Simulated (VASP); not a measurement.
A run of VASP 6.6.1:

File INCAR:

```
SYSTEM = Sn
PREC = Accurate
ENCUT = 520
EDIFF = 1E-6
ISMEAR = 0
SIGMA = 0.03
LREAL = .FALSE.
LASPH = .TRUE.
NELM = 80
ALGO = Fast
ISIF = 2
LWAVE = .FALSE.
LCHARG = .FALSE.
NBANDS = 21
ICORELEVEL = 1
```

File KPOINTS:

```
Automatic mesh
0
G
  12 12 12
  0 0 0
```

The input POSCAR:

```
Sn                                      
1.0
   -2.8901306707      2.8901306707      1.5663751916
    2.8901306707     -2.8901306707      1.5663751916
    2.8901306707      2.8901306707     -1.5663751916
  Sn            
     2
Direct
     0.0000000000000000    1.0000000000000000    0.0000000000000000
     0.7500000000000000    0.2500000000000000    0.5000000000000000
```

KPOINTS_OPT

```
explicit points
187
Reciprocal
 0.0000000000  0.0000000000  0.0000000000 1
 0.0000000000  0.0000000000  0.0263157895 1
 0.0000000000  0.0000000000  0.0526315789 1
 0.0000000000  0.0000000000  0.0789473684 1
 0.0000000000  0.0000000000  0.1052631579 1
 0.0000000000  0.0000000000  0.1315789474 1
[... 179 lines left out ...]
 0.3244985517  0.3244985517 -0.3244985517 1
-0.3244985517  0.6755014483  0.3244985517 1
```

Potentials or basis: VASP PAW LDA potentials, release 64 (Sn_d).

Launch:

```sh
$ cat potpaw_LDA.64/Sn_d/POTCAR > POTCAR
$ mpirun -np 1 vasp_std > vasp.out
```

Hardware: 1 thread of Intel(R) Xeon(R) Platinum 8488C (Sapphire Rapids), on a shared host.

Task: Estimate the wall time of this run.

Result: Wall time 3.9 min on 1 thread of Intel(R) Xeon(R) Platinum 8488C (Sapphire Rapids), with other jobs on the host, peak memory 0.36 GiB. Counts: scf iterations 33, k points 163.
